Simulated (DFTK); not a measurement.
## C under changes of volume

One of the cells (5.672 Å³/atom); the others are scaled copies at fixed shape and fractional positions:

```
CELL_PARAMETERS angstrom
0.00000 1.78337 1.78337
1.78337 0.00000 1.78337
1.78337 1.78337 0.00000
ATOMIC_POSITIONS crystal
C 0.75000 0.75000 0.75000
C 0.50000 0.50000 0.50000
```

This isn't the form of C at room conditions, which is graphite.

| Item | Value |
| --- | --- |
| Program | DFTK 0.8.2 |
| Functional | PBE |
| Potentials or basis | dojo.nc.sr.pbe.v0_4_1.standard.upf (PBE) |
| Cutoff | 1116 eV |
| k mesh | 13 × 13 × 13 |
| Occupations | fermi-dirac, width 0.05 eV |
| Spin | no spin polarisation |

```tsv
volume (Å³/atom)	energy over the lowest point (meV/atom)	pressure (GPa)	gap on the mesh (eV)
5.332	?	?	?
5.445	16.33	21.3	4.29
5.558	4.74	11.2	4.25
5.672	0.00	1.9	4.20
5.785	1.51	-6.5	4.15
5.899	8.69	-14.1	4.11
6.012	21.05	-21.1	4.07
```

Q: What does the run at 5.332 Å³/atom give?

A: Energy over the lowest point 35.45 meV/atom; pressure 32.4 GPa; gap on the mesh 4.34 eV.

Worked out: A Birch-Murnaghan fit of order 3 (a polynomial in V^(-2/3)) to the other rows has its minimum at 5.70 Å³/atom with B0 = V·E''(V) = 433 GPa and B' = 3.7. It gives 35.38 meV/atom at 5.332 Å³/atom, against the run's 35.45, and -dE/dV = 32.7 GPa, against 32.4. A straight line through the other rows of the gap, of slope -2.26 eV per unit of ln V, extrapolates to 4.34 eV, against the run's 4.34.

Energies are extrapolated to zero smearing.

Caveats: an odd mesh through Γ misses points on the zone boundary, where band edges often lie.
